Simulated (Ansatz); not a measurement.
## W2C3 and its competing phases

All numbers below come from DFT PBE, scalar-relativistic, plane waves, PAW (Ansatz 0.2.0). All cells share a 420 eV cutoff and Γ-centred k meshes spaced about 0.3 Å⁻¹ or finer (0.25 for metals, 2π included). No spin polarisation.

Formation energies are uncorrected and refer to the elements' standard structures at the same level.

All energies are static (0 K, no zero-point motion). These runs have no spin–orbit coupling, which can matter for W. The reference form of C is held partly by dispersion forces, which this level lacks.

The competitors are the elements and 2 reference phases of this chemical system (from databases or known types: W2C, WC), relaxed at the same level; other known phases may be missing.

The candidate was reached from: a relaxed cell, shaken at random and relaxed again.

```
W C
1.0
     1.48075   -2.61475    0.00000
     1.48075    2.61475    0.00000
     0.00000    0.00000   12.89861
W C
4 6
Direct
  0.25026 0.74974 0.14053
  0.25026 0.74974 0.35946
  0.74974 0.25026 0.85947
  0.74974 0.25026 0.64053
  0.08677 0.91323 0.95843
  0.91323 0.08677 0.04157
  0.90839 0.09161 0.25000
  0.91323 0.08677 0.45843
  0.08677 0.91323 0.54157
  0.09161 0.90839 0.75000
```

Problem. Is it stable, and against what?

Solution. Not stable. Its formation energy is 0.303 eV/atom. The lowest competing mixture at this composition is this:

| phase | space group | source | share of atoms | ΔE_f (eV/atom) |
| --- | --- | --- | --- | --- |
| C | - | element | 0.2000 | -0.0002 |
| WC | P-6m2 (No. 187) | Materials Project | 0.8000 | -0.145 |

The lowest database cell of C (-0.0002) lies slightly below the reference, hence the non-zero entry.

The mixture lies at -0.116 eV/atom, and the candidate lies 0.42 eV/atom above it. The candidate matches no cell in the subsets of the Crystallography Open Database and the Materials Project at hand. The margin is far too high for a likely synthesis. It holds C–C pairs (shortest 1.40 Å).
